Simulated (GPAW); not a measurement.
Runs of GPAW 26.7.0 on Te. The structure is trigonal, space group P3_121 (No. 152). The conventional cell has a = 4.454 Å, b = 4.454 Å, c = 5.924 Å, α = 90.00°, β = 90.00°, γ = 120.00°. Around Te (site symmetry 2) lie 2 Te at 2.86 Å. 

```csv
task,level,potentials or basis,cell,k mesh,cutoff (eV),smearing,maxiter,optimizer,fmax,max steps,target pressure,other keys,gap on the mesh (eV),pressure (GPa),largest force (eV/Å)
single point,PBE,"GPAW PAW data sets (gpaw-data 1.2.1), pw",as given,5 × 5 × 3,1200,fermi-dirac 0.05 eV,100,-,-,-,-,"several, not listed",(a),1.1,0.12
relaxation of cell and atoms,PBE+D3(BJ),"GPAW PAW data sets (gpaw-data 1.2.1), pw",relaxed to 1 GPa,7 × 7 × 5,600,fermi-dirac 0.05 eV,150,BFGS,0.05 eV/Å,60,1 GPa,-,0.42,0.9,0.04
single point,PBE,"GPAW PAW data sets (gpaw-data 1.2.1), pw",as given,7 × 7 × 5,600,gaussian 0.03 eV,150,-,-,-,-,-,0.63,1.1,0.11
relaxation of cell and atoms,BP86,"PAW data sets generated in the run's folder for this functional, pw",relaxed,5 × 5 × 3,600,fermi-dirac 0.05 eV,150,BFGS,0.01 eV/Å,60,-,-,(b),0.0,-
single point,PBE,"GPAW PAW data sets (gpaw-data 1.2.1), pw",as given,7 × 7 × 5,600,gaussian 0.028 eV,150,-,-,-,-,-,0.63,1.1,0.11
single point,PBE,"GPAW PAW data sets (gpaw-data 1.2.1), pw",as given,7 × 7 × 5,600,gaussian 0.029 eV,150,-,-,-,-,-,0.63,1.1,0.11
relaxation of cell and atoms,PBEsol+D3,"PAW data sets generated in the run's folder for this functional, pw",relaxed to 1 GPa,5 × 5 × 3,600,fermi-dirac 0.05 eV,150,BFGS,0.01 eV/Å,40,1 GPa,-,0.61,1.0,-
```

Alike in all rows: no spin polarisation.

Question: Fill in the values left out.

Answer: (a) 0.91; (b) 0.92.

Caveats: spin-orbit coupling is left out, which moves the levels of the heavy elements; an odd mesh through Γ misses points on the zone boundary, where band edges often lie; later steps reuse the first step's grids (some runs).

A k mesh can miss the band edges, and the runs leave out spin-orbit coupling on Te.
